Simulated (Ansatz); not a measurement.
# Deforming BN

```yaml
crystal:
  lattice:
    - [2.50399, 0.00000, 0.00000]
    - [-1.25200, 2.16852, 0.00000]
    - [0.00000, 0.00000, 6.66120]
  atoms:
    - { symbol: B, position: [0.33333, 0.66667, 0.25000] }
    - { symbol: B, position: [0.66667, 0.33333, 0.75000] }
    - { symbol: N, position: [0.33333, 0.66667, 0.75000] }
    - { symbol: N, position: [0.66667, 0.33333, 0.25000] }
```

Atoms are numbered in the order listed.

The cell is COD entry 9008997, as deposited and not checked against the literature; nothing was relaxed.

These are results of Ansatz 0.2.0, DFT, PBEsol, all-electron LAPW, scalar-relativistic, not measurements.

Sampling and basis: a Γ-centred 11×11×4 k mesh, Fermi–Dirac smearing of 0.02 eV, basis error target 1 meV/atom, no spin polarisation.

The unchanged cell is at 0.41 GPa.

Semilocal functionals give too small gaps.

x, y and z are the Cartesian axes of the cell as listed; fractional coordinates follow a strain, and an engineering shear is twice the off-diagonal strain component.

Q: One change gave: energy change +1 meV/atom; stress change (xx, yy, zz, yz, xz, xy) 0.03, 0.03, 0.01, 0.03, 0.03, 3.71 GPa, compression positive; change of the force on N3 (0.131, 0.003, -0.001) eV/Å; gap on the k mesh 4.24 → 4.20 eV. Which change was it?
A. equal xy, yz and zx engineering shear strains of +1 %
B. equal xy, yz and zx engineering shear strains of +3 %
C. equal xy, yz and zx engineering shear strains of +2 %
D. equal xy, yz and zx engineering shear strains of -1 %
E. equal xy, yz and zx engineering shear strains of -3 %
F. equal xy, yz and zx engineering shear strains of -2 %

A: D. For equal xy, yz and zx engineering shear strains of -2 %: energy change +4 meV/atom; stress change (xx, yy, zz, yz, xz, xy) 0.13, 0.11, 0.02, 0.02, 0.02, 7.40 GPa, compression positive; change of the force on N3 (0.262, 0.012, -0.003) eV/Å; gap on the k mesh 4.24 → 4.16 eV. For equal xy, yz and zx engineering shear strains of +1 %: energy change +1 meV/atom; stress change (xx, yy, zz, yz, xz, xy) 0.03, 0.03, 0.00, -0.07, -0.07, -3.73 GPa, compression positive; change of the force on N4 (0.131, -0.003, 0.001) eV/Å; gap on the k mesh 4.24 → 4.20 eV. For equal xy, yz and zx engineering shear strains of +3 %: energy change +10 meV/atom; stress change (xx, yy, zz, yz, xz, xy) 0.31, 0.27, 0.04, -0.30, -0.30, -11.23 GPa, compression positive; change of the force on N4 (0.393, -0.029, 0.005) eV/Å; gap on the k mesh 4.24 → 4.10 eV. For equal xy, yz and zx engineering shear strains of -3 %: energy change +10 meV/atom; stress change (xx, yy, zz, yz, xz, xy) 0.29, 0.25, 0.05, -0.03, -0.03, 11.07 GPa, compression positive; change of the force on N3 (0.393, 0.028, -0.006) eV/Å; gap on the k mesh 4.24 → 4.13 eV. For equal xy, yz and zx engineering shear strains of +2 %: energy change +4 meV/atom; stress change (xx, yy, zz, yz, xz, xy) 0.14, 0.12, 0.02, -0.17, -0.16, -7.47 GPa, compression positive; change of the force on N4 (0.262, -0.013, 0.002) eV/Å; gap on the k mesh 4.24 → 4.15 eV.
